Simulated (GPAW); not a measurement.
## SrCl2 (1T monolayer): G0W0 on several meshes in GPAW

How does the mesh move the gap of SrCl2 (1T monolayer)?

Calculated with GPAW 26.7.0; LDA and many-body steps on it, plane waves.

This is a report of a sequence of runs, with most program output left out.

## (1) The structure

The cell holds 3 atoms: 1 Sr and 2 Cl. Its edges and angles: a = 4.305 Å, b = 4.305 Å, c = 14.400 Å, α = 90.0°, β = 90.0°, γ = 120.0°. Vacuum lies along c.

As a file:

```
Sr Cl
1.0
     4.30535    0.00000    0.00000
    -2.15267    3.72854    0.00000
     0.00000    0.00000   14.40000
Sr Cl
1 2
Direct
  0.00000 0.00000 0.50000
  0.33333 0.66667 0.59552
  0.66667 0.33333 0.40448
```

The structure was relaxed with LDA. The runs that relaxed it are not among those shown.

## (2) Empty states on the mesh, 6×6×1 mesh, 385 bands

This step: GPAW 26.7.0; DFT, LDA, plane waves, PAW.

The sums over transitions need many empty states on a uniform mesh; this step solves for them.

The input, run.py:

```python
import json
import numpy as np
from gpaw.mpi import world
from gpaw import GPAW

calc = GPAW('gs.gpw').fixed_density(kpts={'size': (6, 6, 1), 'gamma': True},
    parallel={'domain': 1, 'band': 1},
    txt='nscf.txt')
calc.diagonalize_full_hamiltonian(nbands=385)
calc.write('full.gpw', mode='all')
res = {}
kpts = calc.get_ibz_k_points()
res['kpts'] = kpts
res['eigenvalues'] = [calc.get_eigenvalues(kpt=k) for k in range(len(kpts))]
res['n_electrons'] = calc.get_number_of_electrons()

if world.rank == 0:
    with open('result.json', 'w') as f:
        json.dump(res, f, default=lambda x: x.tolist())
```

Started as:

```
$ mpirun -n 7 gpaw python run.py
```

Elapsed: 2.1 min, on 7 MPI ranks of Intel Xeon Platinum 8375C at 2.90GHz (Ice Lake), shared host; peak memory 12 GiB.

This step gave:

```yaml
gap: 5.772 eV
k_of_the_valence_top: 0.3333, -0.1667, 0
k_of_the_conduction_bottom: 0, 0, 0
least_direct_gap: 5.903 eV
k_points_computed: 7
lowest_point_of_the_top_converged_band_above_the_valence_top: 81.6551 eV
```

On this mesh the gap is 5.772 eV.

## (3) 6×6×1

Now the one-shot GW correction: screening in the RPA, then the self-energy of the levels asked for.

This step: G0W0 on LDA, plane waves, PAW.

The input, run.py:

```python
import json
import numpy as np
from gpaw.mpi import world
from gpaw.response.g0w0 import G0W0

gw = G0W0('full.gpw',
    filename='gw',
    kpts=[0, 2],
    bands=(10, 14),
    ecut=24,
    nbands=61,
    truncation='2D',
    integrate_gamma='sphere',
    q0_correction=True,
    frequencies={'type': 'nonlinear', 'domega0': 0.15, 'omega2': 15.0},
    eta=0.1,
    nblocksmax=True)
gw.calculate()
res = {mode: {k: v for k, v in r.items() if k != 'sigma_eskwn'}
       for mode, r in gw.all_results.items()}

if world.rank == 0:
    with open('result.json', 'w') as f:
        json.dump(res, f, default=lambda x: x.tolist())
```

Started as:

```
$ mpirun -n 8 gpaw python run.py
```

The job ended after 69 s (8 MPI ranks; peak memory 2.9 GiB; 9.2 min of CPU time).

Numbers from this step:

```
G0W0 gap on the points computed              : 9.163 eV
least direct G0W0 gap on the computed points : 9.251 eV
Z at the valence top                         : 0.8291
Z at the conduction bottom                   : 0.8880
starting gap on the mesh                     : 5.772 eV
k of the valence top                         : 0.3333, -0.1667, 0
k of the conduction bottom                   : 0, 0, 0
```

The gap on the mesh goes from 5.77 eV to 9.16 eV, a correction of +3.39 eV.

## (4) Empty states on the mesh, 9×9×1 mesh, 71 bands

This step: DFT, LDA, plane waves, PAW.

The input, run.py:

```python
import json
import numpy as np
from gpaw.mpi import world
from gpaw import GPAW

calc = GPAW('gs.gpw').fixed_density(kpts={'size': (9, 9, 1), 'gamma': True},
    nbands=82,
    convergence={'bands': 71},
    txt='nscf.txt')
calc.write('full.gpw', mode='all')
res = {}
kpts = calc.get_ibz_k_points()
res['kpts'] = kpts
res['eigenvalues'] = [calc.get_eigenvalues(kpt=k) for k in range(len(kpts))]
res['n_electrons'] = calc.get_number_of_electrons()

if world.rank == 0:
    with open('result.json', 'w') as f:
        json.dump(res, f, default=lambda x: x.tolist())
```

Started as:

```
$ mpirun -n 8 gpaw python run.py
```

Run time: 44 s. Hardware: 8 MPI ranks; peak memory 1.6 GiB.

This step gave:

* gap: 5.770 eV
* k of the valence top: 0.2222, 0, 0
* k of the conduction bottom: 0, 0, 0
* least direct gap: 5.903 eV
* k points computed: 12
* lowest point of the top converged band, above the valence top: 25.25 eV

On this mesh the gap is 5.770 eV.

## (5) 9×9×1

This step: G0W0 on LDA, plane waves, PAW.

The input, run.py:

```python
import json
import numpy as np
from gpaw.mpi import world
from gpaw.response.g0w0 import G0W0

gw = G0W0('full.gpw',
    filename='gw',
    kpts=[0, 3],
    bands=(10, 14),
    ecut=24,
    nbands=61,
    truncation='2D',
    integrate_gamma='sphere',
    q0_correction=True,
    frequencies={'type': 'nonlinear', 'domega0': 0.15, 'omega2': 15.0},
    eta=0.1,
    nblocksmax=True)
gw.calculate()
res = {mode: {k: v for k, v in r.items() if k != 'sigma_eskwn'}
       for mode, r in gw.all_results.items()}

if world.rank == 0:
    with open('result.json', 'w') as f:
        json.dump(res, f, default=lambda x: x.tolist())
```

Started as:

```
$ mpirun -n 8 gpaw python run.py
```

It took 2.6 min on 8 MPI ranks; peak memory 3.5 GiB.

This step gave:

| Item | Value |
| --- | --- |
| G0W0 gap on the points computed | 9.165 eV |
| least direct G0W0 gap on the computed points | 9.240 eV |
| Z at the valence top | 0.8296 |
| Z at the conduction bottom | 0.8883 |
| starting gap on the mesh | 5.770 eV |
| k of the valence top | 0.2222, 0, 0 |
| k of the conduction bottom | 0, 0, 0 |

Against G0W0 in GPAW (6×6×1 mesh, 61 bands, screening to 24 eV, full frequency, Hilbert transform), the gap moves by +0.001 eV.

## (6) The runs together

Times are wall times on 8 MPI ranks of Intel Xeon Platinum 8375C at 2.90GHz (Ice Lake), shared host, good to a factor of about two.

| run | mesh | bands | screening cutoff (eV) | DFT gap (eV) | gap on the mesh (eV) | direct (eV) | time |
| --- | --- | --- | --- | --- | --- | --- | --- |
| 6×6×1 | 6×6×1 | 61 | 24 | 5.772 | 9.163 | 9.251 | 69 s |
| 9×9×1 | 9×9×1 | 61 | 24 | 5.770 | 9.165 | 9.240 | 2.6 min |

## (7) Outcome

```json
{
  "6×6×1": "9.163 eV",
  "9×9×1": "9.165 eV",
  "known limits": "not at the basis limit; no spin-orbit coupling"
}
```

9×9×1: +0.001 eV against 6×6×1. Bands and cutoff are finite, so the gap is not at the basis limit. The miss can reach some tenths of an eV and take either sign; the mesh is an error of its own. These stock PAW sets were not made for GW. In the G0W0 runs levels were corrected at 2 k points alone, so a gap called «on the mesh» is the least over those, and an edge elsewhere would be missed. Mesh or cutoff lie under what a gap needs, so these runs test behaviour and cost; their gaps are not to be quoted. The many-body steps are scalar-relativistic: spin-orbit coupling is not in them.

[Paths, hosts, dates, memory and timing lines, banners, echoed tables and standing remarks are left out of the program output.]

[Logs are printed without paths, hosts, clocks, repeated set-up lines and the standing remarks that a program may print on its own settings, such as how far it seeks lower states.]

[Runs of the session that timed out or met a known fault of the program may be left out.]

[Hosts, paths, dates, database ids (printed as entryN), source tags and the programs' standing remarks are cut or masked in the printed files.]
